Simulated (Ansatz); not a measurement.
Runs of Ansatz 0.2.0 on SrVO3. Symmetry: Pm-3m, No. 221, cubic system. Conventional cell: a = 3.841 Å, b = 3.841 Å, c = 3.841 Å, α = 90.00°, β = 90.00°, γ = 90.00°. Sr (site symmetry m-3m) has 12 O at 2.72 Å as nearest neighbours. V (site symmetry m-3m) is surrounded by 6 O at 1.92 Å. O (site symmetry 4/mmm) has 2 V at 1.92 Å as nearest neighbours. 

```csv
task,level,U,cell,k mesh,cutoff (eV),smearing,hubbard projectors,double counting,gap on the mesh (eV),pressure (GPa),moment (μB),relaxed volume (Å³/atom)
relaxation of cell and atoms,revPBE,-,relaxed,5 × 5 × 5,420,fermi-dirac 0.05 eV,-,-,none,0.0,0.76,11.77
single point,PBE,-,as given,12 × 12 × 12,420,fermi-dirac 0.05 eV,-,-,none,2.4,0.00,-
relaxation of cell and atoms,PBEsol+D3(BJ),-,relaxed,7 × 7 × 7,420,fermi-dirac 0.05 eV,-,-,none,0.0,0.00,10.84
relaxation of cell and atoms,PBE+U,V d U = 4.5 eV,relaxed,7 × 7 × 7,420,fermi-dirac 0.05 eV,ortho-atomic (the default),fll (the default),(b),0.0,1.00,11.85
single point,PBE,-,as given,7 × 7 × 7,420,gaussian 0.015 eV,-,-,none,2.4,0.10,-
relaxation of cell and atoms,revPBE+D4,-,relaxed,7 × 7 × 7,420,fermi-dirac 0.05 eV,-,-,none,0.0,0.00,(a)
relaxation of cell and atoms,PBE+D4,-,relaxed,7 × 7 × 7,420,fermi-dirac 0.05 eV,-,-,none,0.0,0.00,11.28
relaxation of cell and atoms,r2SCAN+U,V d U = 4.5 eV,relaxed,7 × 7 × 7,500,fermi-dirac 0.05 eV,ortho-atomic (the default),fll (the default),0.57,0.0,1.00,(c)
```

Alike in all rows: potentials or basis Ansatz PAW; spin collinear, ferromagnetic start.

Task: Estimate the missing entries.

Result: (a) 11.31; (b) 0.11; (c) 11.59.

Caveats: the plane-wave basis is chosen anew once the cell has moved, so the energies of steps on either side of that aren't comparable (some runs); semilocal functionals often make such compounds metallic where correlation or magnetic order opens a gap, which also shifts bond lengths (some runs); the PAW data sets come from PBE, with cores solved anew for the run's functional, which leaves a small shift of forces and pressure (some runs); pairwise dispersion overbinds metals, which lowers pressure and volume (some runs); the potentials were made for another functional, which shifts forces and pressure (some runs); the magnetic or orbital state may not be the lowest (some runs); odd divisions of the mesh miss points on the zone boundary, where band edges often lie, so the gap on the mesh can be too wide (some runs).

A k mesh can miss the band edges, and the runs leave out spin-orbit coupling on Sr.

A gap of «none» marks a metal or a gap under the smearing width.

Not every run made on this cell is shown here.
